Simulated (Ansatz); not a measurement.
## CoO (R-3m), two-dimensional strain map

The calculation used DFT PBE, scalar-relativistic, plane waves, PAW in Ansatz. Cutoff 420 eV, Γ-centred 24×24×24 k-points, Gaussian smearing of 0.15 eV. Collinear spins, started from moments 2.7, 0.3 μB in atom order; the magnetic state may not be the lowest. Energies are free energies at this smearing, counted from the undisturbed cell; pressure is positive in compression.

The undisturbed cell (relaxed at this level; this form isn't the usual structure):

```
Co O
1.0
     1.54534    0.89220    2.29849
    -1.54534    0.89220    2.29849
     0.00000   -1.78441    2.29849
Co O
1 1
Direct
  0.00000 0.00000 0.00000
  0.50000 0.50000 0.50000
```

The cell is strained by p along both x and y and by q along z, fractional coordinates fixed. Points are written (p, q).

Energy above the undisturbed cell in meV/atom (a dash: not computed):

| p \ q | -0.030 | -0.015 | 0.000 | 0.015 | 0.030 |
| --- | --- | --- | --- | --- | --- |
| -0.030 | 42.1 | ? | 21.2 | 14.0 | 8.8 |
| 0.000 | ? | – | 0.0 | – | 3.7 |
| 0.030 | 13.1 | – | 21.4 | – | 38.2 |

Fill in the withheld energies.

(-0.030, -0.015): 30.4; (0.000, -0.030): 4.9.

Cost: 11 runs of about 15 core-minutes in all, on Arm Neoverse V2 (shared hosts).